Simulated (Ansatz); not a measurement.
## From barrier to diffusion: H in C

Method: DFT PBE, scalar-relativistic, plane waves, PAW (Ansatz). Settings: 420 eV cutoff, 4×4×3 k-mesh, Gaussian smearing of 0.10 eV, no spin polarisation.

Host crystal, relaxed:

```yaml
crystal:
  lattice:
    - [2.46653, 0.00000, 0.00000]
    - [-1.23327, 2.13608, 0.00000]
    - [0.00000, 0.00000, 8.46545]
  atoms:
    - { symbol: C, position: [0.00000, 0.00000, 0.25000] }
    - { symbol: C, position: [0.00000, 0.00000, 0.75000] }
    - { symbol: C, position: [0.33333, 0.66667, 0.25000] }
    - { symbol: C, position: [0.66667, 0.33333, 0.75000] }
```

In a supercell of 28 host sites, interstitial H hops to an equivalent place, moving 2.01 Å. Climbing-image nudged elastic band at fixed cell; the order of the saddle wasn't checked, and the small cell leaves errors of about a tenth of an eV. Zero-point motion and tunnelling, which matter for H, are left out.

| image | path (Å) | E − E(0) (eV) |
| --- | --- | --- |
| 0 | 0.00 | 0.000 |
| 1 | 2.06 | 0.002 |
| 2 | 4.11 | 0.006 |
| 3 | 6.17 | 0.776 |
| 4 | 8.20 | 0.007 |
| 5 | 10.23 | 0.002 |
| 6 | 12.26 | 0.000 |

Task: What are the barriers forward and back, and what attempt frequency does the shape suggest?

Result: Forward 0.78 eV, back 0.78 eV, the ends being level. For a sinusoidal profile E_b sin²(πx/l), with the H atom alone moving, ν = (1/l)√(E_b/2m) = 3.0×10¹³ s⁻¹, within an order of magnitude of the customary 10¹³ s⁻¹; a true prefactor needs the vibrations at the minimum and at the saddle.

Task: With ν = 10¹³ s⁻¹, give the forward jump rate along this one path, the wait 1/k for that jump, the diffusivity D ≈ l²k and the distance √(Dt) covered in an hour at 300, 600 and 1000 K, taking the host as solid throughout.

Result: k = ν exp(−E_b/k_BT):
```csv
T (K),k (1/s),wait (s),D (cm²/s),√(Dt) in 1 h (nm)
300,0.91,1.1,3.7×10⁻¹⁶,12
600,3.0×10⁶,3.3×10⁻⁷,1.2×10⁻⁹,2.1×10⁴
1000,1.2×10⁹,8.2×10⁻¹⁰,4.9×10⁻⁷,4.2×10⁵
```

D = l²k holds for six equivalent jumps in three dimensions (z l²k/6) and is a scale otherwise. Long-range transport needs a connected net of such jumps, and traps slow it. D is that of an interstitial already there. An error of 0.1 eV in the barrier changes k by a factor of 48 at 300 K and 3.2 at 1000 K.

Cost: 1 run of about 2.2 core-hours, on Arm Neoverse V2 (shared hosts).